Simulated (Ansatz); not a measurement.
Stackings of close-packed layers of Zr (one atom a layer), each relaxed to a stress under 0.05 GPa; h and k mark layers whose two neighbours have the same or different letters; energies count from the stacking AB (P6_3/mmc).

Computed with DFT PBE, scalar-relativistic, plane waves, PAW in Ansatz.

Settings: cutoff 420 eV, Γ-centred mesh 18×18×2 on the computed 9-atom cell, Gaussian smearing of 0.10 eV; no spin polarisation.

Start (ABABCBCAC (khhkhhkhh)):

```
Zr
1.0
     3.23304    0.00000    0.00000
    -1.61652    2.79990    0.00000
     0.00000    0.00000   23.25897
Zr
9
Direct
  0.00000 0.00000 0.00000
  0.33333 0.66667 0.11111
  0.00000 0.00000 0.22222
  0.33333 0.66667 0.33333
  0.66667 0.33333 0.44444
  0.33333 0.66667 0.55556
  0.66667 0.33333 0.66667
  0.00000 0.00000 0.77778
  0.66667 0.33333 0.88889
```

**Question.** What does the relaxation give?

**Answer.** The free energy falls by 1 meV/atom.

```
excess energy (meV/atom)                  : 25.4
excess energy on a denser mesh (meV/atom) : 25.8
spacing of like layers (Å)                : 2.600
a (Å)                                     : 3.223
gap on the mesh (eV)                      : 0
denser mesh                               : 30×30×4
```

Relaxed structure:
```yaml
crystal:
  lattice:
    - [3.22272, 0.00000, 0.00000]
    - [-1.61136, 2.79095, 0.00000]
    - [0.00000, 0.00000, 23.40223]
  atoms:
    - { symbol: Zr, position: [0.00000, 0.00000, 0.00000] }
    - { symbol: Zr, position: [0.33333, 0.66667, 0.11051] }
    - { symbol: Zr, position: [0.00000, 0.00000, 0.22282] }
    - { symbol: Zr, position: [0.33333, 0.66667, 0.33333] }
    - { symbol: Zr, position: [0.66667, 0.33333, 0.44384] }
    - { symbol: Zr, position: [0.33333, 0.66667, 0.55616] }
    - { symbol: Zr, position: [0.66667, 0.33333, 0.66667] }
    - { symbol: Zr, position: [0.00000, 0.00000, 0.77718] }
    - { symbol: Zr, position: [0.66667, 0.33333, 0.88949] }
```

Small energy differences in metals hang on the k mesh (about 10 mJ/m² or 1 to 2 meV/atom on the mesh of the relaxation).

It took 6.7 min on 1 thread of Arm Neoverse N1, on a shared host, peak memory 0.95 GiB.